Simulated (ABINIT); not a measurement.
**KI (Fm-3m): changed settings of a GW run in ABINIT**

A base run on KI (Fm-3m), then changed inputs.

Method: PBE and many-body steps on it, plane waves, in ABINIT 10.8.3.

### 1. The starting structure

Symmetry: Fm-3m, No. 225, cubic system. The conventional cell has a = 7.066 Å, b = 7.066 Å, c = 7.066 Å, α = 90.00°, β = 90.00°, γ = 90.00°. Nearest to K lie 6 I at 3.53 Å. I has 6 K at 3.53 Å nearest. Farther neighbours and most contacts between anions are not listed.

The cell and positions come from the Crystallography Open Database and are kept as given unless a step says otherwise. Spin-orbit coupling is left out unless a step names it.

### 2. Screening, 4×4×4 mesh, 375 bands, screening to 228.6 eV

This step: ABINIT 10.8.3; RPA screening on PBE, plane waves, norm-conserving pseudopotentials.

The RPA dielectric matrix is built and inverted for each q.

File run.abi:

```
acell 3*1.0 Angstrom
rprim 
  0.000000000000 3.532775000000 3.532775000000
  3.532775000000 0.000000000000 3.532775000000
  3.532775000000 3.532775000000 -0.000000000000
ntypat 2
znucl 19 53
natom 2
typat 1 2
xred 
  0.000000000000 0.000000000000 0.000000000000
  0.500000000000 0.500000000000 0.500000000000
pp_dirpath "pseudos"
pseudos "K.upf, I.upf"
ecut 33
ngkpt 4 4 4
nshiftk 1
shiftk 0 0 0
kptopt 1
chksymbreak 0
istwfk *1
occopt 1
irdwfk 1
optdriver 3
nband 375
ecuteps 8.4
inclvkb 2
awtr 1
symchi 1
indata_prefix "in"
outdata_prefix "out"
tmpdata_prefix "tmp"
```

Command:

```console
$ OMP_NUM_THREADS=1 mpirun -n 4 abinit run.abi > log
```

Log:

```text
.Version 10.8.3 of ABINIT. v10.8.2 released Aug 2026.

 Symmetries : space group Fm -3 m (#225); Bravais cF (face-center cubic)
[... echo of the input left out ...]
== DATASET  1 ==================================================================
-   mpi_nproc: 4, omp_nthreads: 1 (-1 if OMP is not activated)

--- !DatasetInfo
iteration_state: {dtset: 1, }
dimensions: {natom: 2, nkpt: 8, mband: 375, nsppol: 1, nspinor: 1, nspden: 1, mpw: 5434, }
cutoff_energies: {ecut:  33.0, pawecutdg:  -1.0, }
electrons: {nelect:   1.60000000E+01, charge:   0.00000000E+00, occopt:   1.00000000E+00, tsmear:   1.00000000E-02, }

 SCREENING: Calculation of the susceptibility and dielectric matrices

 Based on a program developped by R.W. Godby, V. Olevano, G. Onida, and L. Reining.
 Incorporated in ABINIT by V. Olevano, G.-M. Rignanese, and M. Torrent.
.Using double precision arithmetic ; gwpc =  8

[... cell and pseudopotentials left out ...]
--------------------------------------------------------------------------------

 ==== K-mesh for the wavefunctions ====
 Number of points in the irreducible wedge :     8
[... list of points left out ...]
 Together with 48 symmetry operations and time-reversal symmetry
 yields    64 points in the full Brillouin Zone.

 ==== Q-mesh for the screening function ====
 Number of points in the irreducible wedge :     8
[... list of points left out ...]
 Together with 48 symmetry operations and time-reversal symmetry
 yields    64 points in the full Brillouin Zone.

 setmesh: FFT mesh size selected  =    40x   40x   40
          total number of points  =        64000

 vcoul_init : cutoff-mode = AUXILIARY_FUNCTION
 q-points for optical limit:   1
     1)      0.000010    0.000020    0.000030

- screening: taking advantage of time-reversal symmetry
- Maximum band index for partially occupied states nbvw = 8
- Remaining bands to be divided among processors   nbcw = 367
- Number of bands treated by each node ~91

 Number of electrons calculated from density =   16.0000; Expected =   16.0000
 average of density, n =  0.026887
 r_s =    2.0707
 omega_plasma =   15.8172 [eV]

 calculating chi0 at frequencies [eV] :
  1    0.000000E+00    0.000000E+00
  2    0.000000E+00    1.581715E+01

--------------------------------------------------------------------------------
  q-point number  1        q = ( 0.000000, 0.000000, 0.000000) [r.l.u.]
--------------------------------------------------------------------------------
[... chi0 elements left out ...]
 For q-point:  0.000010 0.000020 0.000030
  dielectric constant =   2.6562
  dielectric constant without local fields =   3.2762

  Average fulfillment of the sum rule on Im[epsilon] for q-point    1 :     92.20  [%]
[... wings left out ...]
  q-point number  2        q = ( 0.250000, 0.000000, 0.000000) [r.l.u.]
--------------------------------------------------------------------------------
[... chi0 elements left out ...]
  Average fulfillment of the sum rule on Im[epsilon] for q-point    2 :     95.86  [%]

 [... 6 further q-points ...]
```

Wall time 5.5 min (4 MPI ranks of Arm Neoverse V1, shared host); peak memory 4 GiB; 22 min of CPU time.

Numbers from this step:

| Item | Value |
| --- | --- |
| ε∞ with local fields, on this mesh, along the program's q direction | 2.656 |
| the same without local fields | 3.276 |
| plasma frequency | 15.82 eV |
| plane waves in the screening matrix | 701 |

Local fields lower ε∞ by 19 %.

### 3. Base

The self-energy is evaluated for the states that the input lists, and the levels follow from it, in one-shot runs by the linearised quasiparticle equation.

This step: G0W0 on PBE, plane waves, norm-conserving pseudopotentials.

run.abi, as its differences from that of step 2:

```diff
@@ -23,8 +23,15 @@
 irdwfk 1
-optdriver 3
+optdriver 4
 nband 375
+gwcalctyp 0
+ecutsigx 33
+symsigma 1
+nkptgw 1
+kptgw 
+  0.0000000000 0.0000000000 0.0000000000
+bdgw 
+  6 12
 ecuteps 8.4
-inclvkb 2
-awtr 1
-symchi 1
+irdscr 1
+ppmodel 1
 indata_prefix "in"
```

Log:

```text
.Version 10.8.3 of ABINIT. v10.8.2 released Aug 2026.

 Symmetries : space group Fm -3 m (#225); Bravais cF (face-center cubic)
[... echo of the input left out ...]
== DATASET  1 ==================================================================
-   mpi_nproc: 4, omp_nthreads: 1 (-1 if OMP is not activated)

--- !DatasetInfo
iteration_state: {dtset: 1, }
dimensions: {natom: 2, nkpt: 8, mband: 375, nsppol: 1, nspinor: 1, nspden: 1, mpw: 5434, }
cutoff_energies: {ecut:  33.0, pawecutdg:  -1.0, }
electrons: {nelect:   1.60000000E+01, charge:   0.00000000E+00, occopt:   1.00000000E+00, tsmear:   1.00000000E-02, }

 SIGMA: Calculation of the GW corrections

 Based on a program developped by R.W. Godby, V. Olevano, G. Onida, and L. Reining.
 Incorporated in ABINIT by V. Olevano, G.-M. Rignanese, and M. Torrent.
.Using double precision arithmetic ; gwpc =  8

[... cell and pseudopotentials left out ...]
--------------------------------------------------------------------------------

 ==== K-mesh for the wavefunctions ====
 Number of points in the irreducible wedge :     8
[... list of points left out ...]
 Together with 48 symmetry operations and time-reversal symmetry
 yields    64 points in the full Brillouin Zone.

 ==== Q-mesh for screening function ====
 Number of points in the irreducible wedge :     8
[... list of points left out ...]
 Together with 48 symmetry operations and time-reversal symmetry
 yields    64 points in the full Brillouin Zone.

 vcoul_init : cutoff-mode = AUXILIARY_FUNCTION
 q-points for optical limit:   1
     1)      0.000010    0.000020    0.000030
 setmesh: FFT mesh size selected  =    50x   50x   50
          total number of points  =       125000

 Number of electrons calculated from density =   16.0000; Expected =   16.0000
 average of density, n =  0.026887
 r_s =    2.0707
 omega_plasma =   15.8172 [eV]

 === KS Band Gaps ===
  >>>> For spin  1
   Minimum direct gap =   3.9625 [eV], located at k-point      :   0.0000  0.0000  0.0000
   Fundamental gap    =   3.9625 [eV], Top of valence bands at :   0.0000  0.0000  0.0000
                                       Bottom of conduction at :   0.0000  0.0000  0.0000
 SIGMA fundamental parameters:
 PLASMON POLE MODEL  1
 number of plane-waves for SigmaX                 5329
 number of plane-waves for SigmaC and W            701
 number of plane-waves for wavefunctions          5329
 number of bands                                   375
 number of independent spin polarizations            1
 number of spinorial components                      1
 number of k-points in IBZ                           8
 number of q-points in IBZ                           8
 number of symmetry operations                      48
 number of k-points in BZ                           64
 number of q-points in BZ                           64
 number of frequencies for dSigma/dE                 9
 frequency step for dSigma/dE [eV]                0.25
 number of omega for Sigma on real axis              0
 max omega for Sigma on real axis  [eV]           0.00
 zcut for avoiding poles [eV]                     0.10

 EPSILON^-1 parameters (SCR file):
 dimension of the eps^-1 matrix on file            701
 dimension of the eps^-1 matrix used               701
 number of plane-waves for wavefunctions          5329
 number of bands                                   375
 number of q-points in IBZ                           8
 number of frequencies                               2
 number of real frequencies                          1
 number of imag frequencies                          1

 matrix elements of self-energy operator (all in [eV])

 Perturbative Calculation

--- !SelfEnergy_ee
iteration_state: {dtset: 1, }
kpoint     : [   0.000,    0.000,    0.000, ]
spin       : 1
KS_gap     :    3.962
QP_gap     :    6.092
Delta_QP_KS:    2.129
data: !SigmaeeData |
     Band     E0 <VxcDFT>   SigX SigC(E0)      Z dSigC/dE  Sig(E)    E-E0       E
        6   0.119 -11.176 -14.233   1.015   0.808  -0.237 -12.826  -1.651  -1.532
        7   0.119 -11.176 -14.233   1.015   0.808  -0.237 -12.826  -1.651  -1.532
        8   0.119 -11.176 -14.233   1.015   0.808  -0.237 -12.826  -1.651  -1.532
        9   4.081  -6.410  -2.934  -2.913   0.850  -0.176  -5.931   0.479   4.560
       10   6.624  -7.766  -3.475  -3.098   0.843  -0.187  -6.761   1.004   7.628
       11   6.624  -7.766  -3.475  -3.098   0.843  -0.187  -6.761   1.004   7.628
       12   6.624  -7.766  -3.475  -3.098   0.843  -0.187  -6.761   1.004   7.628

== END DATASET(S) ==============================================================
================================================================================

 -outvars: echo values of variables after computation  --------
           etotal      0.0000000000E+00
            nband         375
             nkpt           8
          spgroup         225
 [... the other variables as echoed above ...]

 Calculation completed.
```

It took 2.1 min on 4 MPI ranks; peak memory 4.6 GiB; 8.2 min of CPU time.

This step gave:

```
G0W0 gap on the points computed              : 6.092 eV
starting gap on the mesh                     : 3.962 eV
k of the valence top                         : 0, 0, 0
k of the conduction bottom                   : 0, 0, 0
Z at the valence top                         : 0.808
Z at the conduction bottom                   : 0.85
least direct G0W0 gap on the computed points : 6.092 eV
```

The gap on the mesh goes from 3.96 eV to 6.09 eV, a correction of +2.13 eV.

### 4. Coulomb singularity

run.abi, as its differences from that of step 3:

```diff
@@ -36,2 +36,3 @@
 ppmodel 1
+gw_icutcoul 0
 indata_prefix "in"
```

Log:

```text
.Version 10.8.3 of ABINIT. v10.8.2 released Aug 2026.

 Symmetries : space group Fm -3 m (#225); Bravais cF (face-center cubic)
[... echo of the input left out ...]
== DATASET  1 ==================================================================
-   mpi_nproc: 4, omp_nthreads: 1 (-1 if OMP is not activated)

--- !DatasetInfo
iteration_state: {dtset: 1, }
dimensions: {natom: 2, nkpt: 8, mband: 375, nsppol: 1, nspinor: 1, nspden: 1, mpw: 5434, }
cutoff_energies: {ecut:  33.0, pawecutdg:  -1.0, }
electrons: {nelect:   1.60000000E+01, charge:   0.00000000E+00, occopt:   1.00000000E+00, tsmear:   1.00000000E-02, }

 SIGMA: Calculation of the GW corrections

 Based on a program developped by R.W. Godby, V. Olevano, G. Onida, and L. Reining.
 Incorporated in ABINIT by V. Olevano, G.-M. Rignanese, and M. Torrent.
.Using double precision arithmetic ; gwpc =  8

[... cell and pseudopotentials left out ...]
--------------------------------------------------------------------------------

 ==== K-mesh for the wavefunctions ====
 Number of points in the irreducible wedge :     8
[... list of points left out ...]
 Together with 48 symmetry operations and time-reversal symmetry
 yields    64 points in the full Brillouin Zone.

 ==== Q-mesh for screening function ====
 Number of points in the irreducible wedge :     8
[... list of points left out ...]
 Together with 48 symmetry operations and time-reversal symmetry
 yields    64 points in the full Brillouin Zone.

 === Spherical cutoff ===

  Cutoff radius .........    20.8716 [Bohr]
  Volume of the sphere ..   38085.05 [Bohr^3]
 q-points for optical limit:   1
     1)      0.000010    0.000020    0.000030
 setmesh: FFT mesh size selected  =    50x   50x   50
          total number of points  =       125000

[...]
number of q-points in BZ                           64
 number of frequencies for dSigma/dE                 9
 frequency step for dSigma/dE [eV]                0.25
 number of omega for Sigma on real axis              0
 max omega for Sigma on real axis  [eV]           0.00
 zcut for avoiding poles [eV]                     0.10

 EPSILON^-1 parameters (SCR file):
 dimension of the eps^-1 matrix on file            701
 dimension of the eps^-1 matrix used               701
 number of plane-waves for wavefunctions          5329
 number of bands                                   375
 number of q-points in IBZ                           8
 number of frequencies                               2
 number of real frequencies                          1
 number of imag frequencies                          1

 matrix elements of self-energy operator (all in [eV])

 Perturbative Calculation

--- !SelfEnergy_ee
iteration_state: {dtset: 1, }
kpoint     : [   0.000,    0.000,    0.000, ]
spin       : 1
KS_gap     :    3.962
QP_gap     :    5.949
Delta_QP_KS:    1.987
data: !SigmaeeData |
     Band     E0 <VxcDFT>   SigX SigC(E0)      Z dSigC/dE  Sig(E)    E-E0       E
        6   0.119 -11.176 -14.292   1.117   0.814  -0.228 -12.804  -1.628  -1.510
        7   0.119 -11.176 -14.292   1.117   0.814  -0.228 -12.804  -1.628  -1.510
        8   0.119 -11.176 -14.292   1.117   0.814  -0.228 -12.804  -1.628  -1.510
        9   4.081  -6.410  -2.964  -3.023   0.849  -0.178  -6.051   0.359   4.440
       10   6.624  -7.766  -3.484  -3.195   0.841  -0.189  -6.852   0.914   7.538
       11   6.624  -7.766  -3.484  -3.195   0.841  -0.189  -6.852   0.914   7.538
       12   6.624  -7.766  -3.484  -3.195   0.841  -0.189  -6.852   0.914   7.538

== END DATASET(S) ==============================================================
================================================================================

 -outvars: echo values of variables after computation  --------
           etotal      0.0000000000E+00
            nband         375
             nkpt           8
          spgroup         225
 [... the other variables as echoed above ...]

 Calculation completed.
```

It took 2.1 min on 4 MPI ranks; peak memory 4.6 GiB; 8.2 min of CPU time.

Numbers from this step:

| Item | Value |
| --- | --- |
| G0W0 gap on the points computed | 5.95 eV |
| starting gap on the mesh | 3.962 eV |
| k of the valence top | 0, 0, 0 |
| k of the conduction bottom | 0, 0, 0 |
| Z at the valence top | 0.814 |
| Z at the conduction bottom | 0.849 |
| least direct G0W0 gap on the computed points | 5.95 eV |

Against G0W0 in ABINIT (4×4×4 mesh, 375 bands, screening to 228.6 eV, Godby-Needs plasmon pole), the gap moves by −0.142 eV.

### 5. The runs together

Times are wall times on 4 MPI ranks of Arm Neoverse V1, shared host, good to a factor of about two. A run's time includes the screening step that it read.

```tsv
run	mesh	bands	screening cutoff (eV)	DFT gap (eV)	gap on the mesh (eV)	direct (eV)	ε∞ used	time
base	4×4×4	375	228.6	3.962	6.092	6.092	2.66	7.5 min
Coulomb singularity	4×4×4	375	228.6	3.962	5.950	5.950	2.66	7.5 min
```

### 6. What came out

```yaml
base: 6.092 eV
coulomb_singularity: 5.950 eV
known_limits: not at the basis limit; no spin-orbit coupling
```

Coulomb singularity: −0.142 eV against base (keys changed: gw_icutcoul). Bands and cutoff are finite, so the gap is not at the basis limit. The miss can reach some tenths of an eV and take either sign; the mesh is an error of its own. In the G0W0 runs levels were corrected at 1 k point alone, so a gap called «on the mesh» is the least over those, and an edge elsewhere would be missed. The many-body steps are scalar-relativistic: spin-orbit coupling is not in them.

[Paths, hosts, dates, memory and timing lines, banners, echoed tables and standing remarks are left out of the program output.]

[Logs are printed without paths, hosts, clocks, repeated set-up lines and the standing remarks that a program may print on its own settings, such as how far it seeks lower states.]

[Runs of the session that timed out or met a known fault of the program may be left out.]

[Hosts, paths, dates, database ids (printed as entryN), source tags and the programs' standing remarks are cut or masked in the printed files.]

[G0W0 gaps are taken among the corrected bands and points alone; a level outside them can change the order at an edge.]

[Where Ansatz stands beside ABINIT at settings called matched, ABINIT's density can come from a denser mesh and the files from another edition; pairs whose starting gaps differed by over 0.03 eV were left out, so agreement reads better than it is.]
